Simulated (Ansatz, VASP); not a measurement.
Given: the input of a run of VASP 6.6.1 on Pb.

The input INCAR:

```
SYSTEM = Pb
PREC = Accurate ; ENCUT = 520
EDIFF = 1E-7 ; ISMEAR = 0
SIGMA = 0.017 ; LREAL = .False.
LASPH = .True. ; NELM = 100
ALGO = Fast ; ISIF = 2
LWAVE = .False. ; LCHARG = .False.
GGA = PE
```

The input KPOINTS:

```
Automatic mesh
0
Gamma
  9 9 9
  0 0 0
```

File POSCAR:

```
Pb
1.0
    0.0000000000      2.4750200000      2.4750200000
    2.4750200000      0.0000000000      2.4750200000
    2.4750200000      2.4750200000      0.0000000000
Pb
1
Direct
    0.0000000000      0.0000000000      0.0000000000
```

Potentials or basis: VASP PAW PBE potentials, release 64 (Pb_d).

The run is started by

```sh
$ cat potpaw_PBE.64/Pb_d/POTCAR > POTCAR
$ mpirun -np 1 vasp_std > vasp.out
```

Task: Translate it to Ansatz 0.2.0. Potentials there: Ansatz PAW.

Result: As run (the cutoff follows the program's own potentials):

The input input.yaml:

```yaml
crystal:
  lattice:
    - [0.0, 2.47502, 2.47502]
    - [2.47502, 0.0, 2.47502]
    - [2.47502, 2.47502, 0.0]
  atoms:
    - { symbol: Pb, position: [0.0, 0.0, 0.0] }
hamiltonian:
  xc: pbe
  pseudopotentials: { kind: paw }
kpoints:
  mp_grid: { grid: [9, 9, 9] }
scf:
  occupations: { method: gaussian, width: 0.017 }
output:
  forces: true
  stress: true
  eigenvalues: true
```

Potentials or basis: Ansatz PAW.

Launch:

```sh
$ ansatz run input.yaml --threads 2 --pin off --max-ram 5632MiB --backend cpu --events-out ev --progress --plain --runs-dir out
```

Both were run:

|  | VASP | Ansatz | Ansatz less VASP |
| --- | --- | --- | --- |
| gap on the k mesh at the Fermi level (eV) | none | none | - |
| pressure (GPa) | 2.2 | 2.2 | +0.09 |

A gap of «none» marks a metal or a gap that the smearing closes.

The runs have no spin-orbit coupling, so splittings on Pb are missing.
